## Carriers and available states

A Seebeck coefficient is largely settled by one count: how many carriers share how many states. At temperature $T$, a band offers its carriers an effective number of states per volume $N$, those within reach of the thermal energy $k_BT$. For a parabolic band of mass $m$,

$$N = 2\left(\frac{m k_B T}{2\pi\hbar^2}\right)^{3/2},$$

so $N$ grows as $T^{3/2}$ and as $m^{3/2}$. With $n$ carriers per volume, the crowding is $x = n/N$. If the scattering time is constant, the Seebeck coefficient $S$ of such a band depends on $x$ alone.

Zincblende ZnSe (a = 5.633 Å) in Ansatz 0.2.0 with PBEsol, plane-wave PAW, scalar-relativistic, without spin polarisation; cutoff 420 eV, k mesh 8×8×8. Transport assumes rigid interpolated bands and a constant relaxation time τ, with doping positive for holes. The conductivity mass is ne²τ/σ for carrier density n and conductivity σ, and is the same in all directions.

```csv
temperature (K),doping (1e18 cm^-3),Seebeck xx (microV/K),conductivity mass 1 (m_e)
300,-1,-200,0.104
300,-10,-65.1,0.121
300,-100,-19.3,0.194
300,-1000,-32.0,0.387
300,1,575,0.634
300,10,377,0.634
300,100,189,0.639
300,1000,55.7,0.678
600,-1,-289,0.114
600,-10,-122,0.127
600,-100,-38.7,0.197
600,-1000,-57.7,0.386
600,1,664,0.654
600,10,466,0.655
600,100,272,0.658
600,1000,105,0.688
900,-1,-346,0.125
900,-10,-167,0.136
900,-100,-58.3,0.201
900,-1000,-78.7,0.386
900,1,716,0.673
900,10,520,0.674
900,100,323,0.677
900,1000,144,0.701
```

Here $n$ is the size of the doping, in units of $10^{18}$ cm⁻³. Positive doping means holes, negative doping electrons, and $S$ carries the sign of the carrier. The formulas below give its size.

## The rule

The Seebeck coefficient measures the energy that the current carries per charge, counted from the chemical potential and divided by $T$. Carriers in a thin gas move independently. Those that make up the current have an average kinetic energy of $\tfrac52 k_BT$, and the chemical potential lies $k_BT\ln(1/x)$ outside the band. The exclusion principle adds a small first correction:

$$S \approx \frac{k_B}{e}\left(\frac52 - \ln x + 0.088\,x\right)\qquad (x<6).$$

In a dense gas most carriers are locked in, because the states next to them in energy are full. Only those within about $k_BT$ of the chemical potential take part, and their excess energies above and below it nearly cancel. Mott's formula then gives

$$S \approx \frac{k_B}{e}\,\frac{4.08}{x^{2/3}}\qquad (x>6).$$

The two expressions practically meet at $x=6$. Meeting does not make them exact: both are expected to lie above the true parabolic result there, so the rule overshoots most near the switch, possibly by more than any row of the table shows. The unit $k_B/e$ is 86.2 µV/K.

Two habits of a thin gas follow at once. Ten times more carriers cost $86.2\times\ln 10\approx198$ µV/K. Doubling the temperature gains $86.2\times1.5\ln 2\approx90$ µV/K, because the same carriers spread over more states. The holes at the two lowest dopings follow both closely.

## One number for each carrier

Electrons at low doping sit in a single valley at the zone centre, so their conductivity mass also fixes $N$. A band of mass 1 has $N=25.1$ at 300 K. With the mass of 0.104 from the row at 300 K and −1, this becomes $25.1\times0.104^{3/2}\approx0.84$.

Holes need a different route. Three bands meet at the valence top, so a single band of the conductivity mass offers far too few states. Even three equal bands of that mass would put the hole Seebeck coefficient 46 µV/K too low. Unequal masses cannot explain this: spherical bands of unequal mass hold fewer states than three equal bands with the same conductivity mass, not more. The expected cause is warping. The heavy bands are much flatter in some directions than in others; the flat directions add states, while the steep ones carry the current and keep the conductivity mass low. The results do not contain the band shapes, so this is not checked here.

I therefore take the hole value from one Seebeck coefficient, 575 µV/K at 300 K and +1. Inverting the thin-gas formula without its small correction gives $N=e^{575/86.2-2.5}\approx65$. This is 77 times the electron value, and it is the main reason why lightly doped holes have so much larger a Seebeck coefficient than electrons at equal doping.

## Two rows by hand

**Holes, 600 K, doping +100.** The states grow to $N=65\times2^{3/2}\approx184$, so $x=100/184\approx0.54$ and the gas is fairly thin:

$$S\approx86.2\times(2.5+0.61+0.05)\approx272\ \text{µV/K}.$$

The full calculation also gives 272. This row played no part in setting $N$.

**Electrons, 300 K, doping −10.** Now $x=10/0.84\approx11.9$, which calls for the dense branch:

$$|S|\approx86.2\times\frac{4.08}{11.9^{2/3}}\approx68\ \text{µV/K}.$$

The calculation gives 65.1, so the estimate is about 4 % too large. Only the mass was borrowed from the table, not an electron Seebeck coefficient.

## How far to trust it

The rule covers all holes and the electrons at −1 and −10. Leaving out the hole row that set $N$, the typical (median) miss is 0.5 % of the computed value and the largest is 5.6 %. The largest occurs for holes at 600 K and +1000, close to the switch between branches, where both expansions are at their weakest.

For holes, this agreement shows that the computed states grow with energy nearly as in parabolic bands. For electrons it says less, since their mass already rises from 0.104 to 0.136 within the range covered. The 0.104 is itself an average over occupied states and so lies above the mass at the band edge. It is expected to overrate $N$ where the carriers stay low in the band and to fit better where they spread higher; at −1 the miss indeed falls from 4.8 % at 300 K to about zero at 900 K. At −10 the trend runs past zero, and at 900 K the rule is 3.2 % too low. Nor does the agreement test the constant scattering time, which rule and calculation share.

## Where the band stops being parabolic

For electrons at −100 the rule falls about 25 % short at each temperature. The mass column points to the reason: at 300 K the mass has risen from 0.104 to 0.194. A light band bends away from a parabola as it fills, because it interacts with the valence bands across the gap.

The bending acts in two opposite ways. A flatter band packs more states into each energy interval, which raises $|S|$. The growing mass also slows the rise of conductivity with energy, which takes part of the gain back. For a simple two-band dispersion with edge mass $m_0$, the dense-gas result is multiplied by

$$\frac{m}{m_0}\left[1-\frac13\left(1-\frac{m_0^2}{m^2}\right)\right].$$

With 0.104 as $m_0$, this turns the shortfall at −100 into an excess of about 8 %. At 300 K and −10 it worsens the miss from 4 % to 10 %. Both overshoots are expected, at least in part, from the stand-in: the formula asks for the mass at the very edge, and 0.104 already contains some of the bending, which is then counted twice.

## Where one valley is not enough

At −1000 the rule breaks down. The size of the electron Seebeck coefficient rises again at every temperature, whereas a single filling valley should let it fall further. At 300 K the calculation gives 32.0 µV/K, still four times the estimate with the mass correction.

A likely explanation is that the electrons have come near higher valleys elsewhere in the zone. New states opening there would make the conductivity climb steeply with energy, and that raises $|S|$. The chemical potential, which the table omits, fits this picture: at 300 K and −1000 it lies about 1.33 eV above the conduction edge, deep enough in the band for higher valleys to be within reach. Their energies are not among the results used here, however, so the explanation remains a conjecture.

## From the computed crystal to a real one

The hole value of $N$ belongs to a calculation without spin–orbit coupling. In the real crystal this coupling pushes one of the three valence bands away from the top. Fewer states then remain for the same holes, which tends to lower their Seebeck coefficient.

For electrons, the computed gap of 1.24 eV is less than half the real one, roughly 2.7 eV as I recall it. Too small a gap makes the electron mass too light, hence $N$ and $|S|$ too small.

The bands are also those of a motionless lattice at zero temperature, even in the rows at 900 K; only the filling of the states changes with $T$. And the PAW datasets were made for PBE, not for PBEsol, which may shift gap and masses somewhat.

Real scattering also depends on energy. If the scattering time varies as a power $r$ of the energy, the $\tfrac52$ of the thin gas becomes $\tfrac52+r$. An exponent of one half thus shifts $S$ by $86.2/2\approx43$ µV/K, far more than the rule's own error. For a real sample it is therefore safer to set $N$ from one measured Seebeck coefficient and use the rule for changes in doping and temperature, as long as the gas stays thin and the scattering keeps its character.
